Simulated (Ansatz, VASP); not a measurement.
Au: VASP beside Ansatz

The input INCAR:

```
PREC = Accurate
ENCUT = 520
EDIFF = 1E-6
ISMEAR = 0
SIGMA = 0.017
LREAL = F
LASPH = T
NELM = 60
ALGO = Normal
ISIF = 2
LWAVE = F
LCHARG = T
GGA = PE
LELF = T
LVHAR = T
```

KPOINTS

```
Automatic mesh
0
Gamma
  11 11 11
```

The input POSCAR:

```
Au
1.0
    0.0000000000      2.0350000000      2.0350000000
    2.0350000000      0.0000000000      2.0350000000
    2.0350000000      2.0350000000      0.0000000000
Au
1
Direct
    0.0000000000      0.0000000000      0.0000000000
```

input.yaml

```yaml
crystal:
  lattice:
    - [0.0, 2.035, 2.035]
    - [2.035, 0.0, 2.035]
    - [2.035, 2.035, 0.0]
  atoms:
    - { symbol: Au, position: [0.0, 0.0, 0.0] }
hamiltonian:
  xc: pbe
  pseudopotentials: { kind: paw }
kpoints:
  mp_grid: { grid: [11, 11, 11] }
scf:
  occupations: { method: gaussian, width: 0.017 }
output:
  forces: true
  stress: true
  eigenvalues: true
  write_density: true
  write_potential: true
  elf: true
  volumetric_format: npy
```

Alike in both runs: task single point; functional PBE; k mesh 11 × 11 × 11; occupations gaussian, width 0.017 eV; no spin polarisation.

```csv
,VASP,Ansatz
version,VASP 6.6.1,Ansatz 0.2.0
potentials or method,"VASP PAW PBE potentials, release 64 (Au)",Ansatz PAW
plane-wave cutoff (eV),520,420
valence electrons in the cell,11,19
```

```tsv
	VASP	Ansatz	Ansatz less VASP
gap on the k mesh at the Fermi level (eV)	none	none	-
pressure (GPa)	10.5	10.8	+0.33
```

A gap of «none» marks a metal or a gap that the smearing closes. The two sets of potentials don't hold the same shells in valence.

The runs have no spin-orbit coupling, so splittings on Au are missing.
